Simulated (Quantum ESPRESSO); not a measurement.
TiO2 under changes of volume

One of the cells (10.435 Å³/atom); the others are scaled copies at fixed shape and fractional positions:

```
CELL_PARAMETERS angstrom
4.59984 0.00000 0.00000
0.00000 4.59984 0.00000
0.00000 0.00000 2.95921
ATOMIC_POSITIONS crystal
Ti 0.00000 0.00000 0.50000
Ti 0.50000 0.50000 0.00000
O 0.30432 0.30432 0.50000
O 0.19568 0.80432 0.00000
O 0.80432 0.19568 0.00000
O 0.69568 0.69568 0.50000
```

The cell is a database's computed one.

* Program: Quantum ESPRESSO 7.5
* Functional: PBEsol
* Potentials or basis: GBRV 1.5 PBEsol
* Cutoff: 612 eV
* Density cutoff: 4898 eV
* k mesh: 6 × 6 × 9
* Occupations: fermi-dirac, width 0.05 eV
* Spin: no spin polarisation

```tsv
volume (Å³/atom)	energy over the lowest point (meV/atom)	pressure (GPa)	gap on the mesh (eV)	largest force (eV/Å)
9.809	21.69	14.2	1.98	0.252
10.018	7.11	8.0	1.93	0.140
10.227	0.13	2.5	1.88	0.036
10.435	0.00	-2.5	1.83	0.061
10.644	6.02	-7.0	1.78	0.150
10.853	?	?	?	?
11.062	34.07	-14.6	1.69	0.312
```

Question: What does the run at 10.853 Å³/atom give?

Answer: Energy over the lowest point 17.57 meV/atom; pressure -11.0 GPa; gap on the mesh 1.73 eV; largest force 0.234 eV/Å.

Worked out: A Birch-Murnaghan fit of order 3 (a polynomial in V^(-2/3)) to the other rows has its minimum at 10.33 Å³/atom with B0 = V·E''(V) = 245 GPa and B' = 4.3 at fixed shape and positions, which overstates the stiffness. It gives 17.56 meV/atom at 10.853 Å³/atom, against the run's 17.57, and -dE/dV = -10.8 GPa, against -11.0. A straight line through the other rows of the gap, of slope -2.43 eV per unit of ln V (its deformation potential), gives 1.74 eV, against the run's 1.73.

Energies are extrapolated to zero smearing.

Caveats: an odd mesh through Γ misses points on the zone boundary, where band edges often lie.
